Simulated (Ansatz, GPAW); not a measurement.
## Sb: programs and potentials compared

```
CELL_PARAMETERS angstrom
2.15420 1.24373 3.75800
-2.15420 1.24373 3.75800
0.00000 -2.48746 3.75800
ATOMIC_POSITIONS crystal
Sb 0.76651 0.76651 0.76651
Sb 0.23349 0.23349 0.23349
```

Alike in all runs: task single point; functional PBE; k mesh 8 × 8 × 8; occupations gaussian, width 0.023 eV; no spin polarisation; no spin-orbit coupling. Pressure is positive in compression and, in plane waves, holds the error of the finite cutoff, which Ansatz's Pulay term estimates and takes out.

| program and potentials | plane-wave cutoff (eV) | notes | pressure (GPa) | largest force (eV/Å) |
| --- | --- | --- | --- | --- |
| Ansatz, Ansatz PAW | 420 | Pulay term of +0.03 GPa included | 2.70 | 0.142 |
| Ansatz, all-electron LAPW, scalar-relativistic | - | - | 2.71 | 0.142 |
| GPAW, GPAW PAW data sets (gpaw-data 1.2.1) | 600 | - | 2.40 | 0.125 |

Force on atom 1 (Sb), eV/Å:

| program and potentials | x | y | z |
| --- | --- | --- | --- |
| Ansatz, Ansatz PAW | 0.000 | 0.000 | -0.142 |
| Ansatz, all-electron LAPW, scalar-relativistic | 0.000 | 0.000 | -0.142 |
| GPAW, GPAW PAW data sets (gpaw-data 1.2.1) | 0.000 | 0.000 | -0.125 |

The pressure spans 2.40 (GPAW, GPAW PAW data sets (gpaw-data 1.2.1)) to 2.71 GPa (Ansatz, all-electron LAPW, scalar-relativistic), with all-electron results at 2.71.

Differences between rows come from potentials, basis sets and numerical settings, since the functional is the same but for its coding. Runs on potential files found faulty are left out.
